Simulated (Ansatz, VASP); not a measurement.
HfB in VASP and in Ansatz

```
Hf B
1.0
     0.00000    2.31000    2.31000
     2.31000    0.00000    2.31000
     2.31000    2.31000    0.00000
Hf B
1 1
Direct
  0.50000 0.50000 0.50000
  0.00000 0.00000 0.00000
```

Alike in both runs: task single point; functional LDA; k mesh 6 × 6 × 6; occupations gaussian, width 0.1 eV; no spin polarisation.

```csv
,VASP,Ansatz
version,VASP 6.6.1,Ansatz 0.2.0
potentials or method,"VASP PAW LDA potentials, release 64 (Hf_pv, B)","scalar-relativistic, plane waves, PAW"
plane-wave cutoff (eV),520,420
valence electrons in the cell,13,29
```

```tsv
	VASP	Ansatz	Ansatz less VASP
gap on the k mesh at the Fermi level (eV)	none	none	-
pressure (GPa)	20.0	18.2	-1.76
```

A gap of «none» marks a metal or a gap that the smearing closes. The two sets of potentials don't hold the same shells in valence.

Caveats: the k mesh is coarse (spacing up to 0.39 Å⁻¹), so the values aren't converged; so large a pressure means that the cell lies far from this level's equilibrium, or that cutoff or potentials fall short (VASP). Spin-orbit coupling is left out, which matters for the levels of Hf.
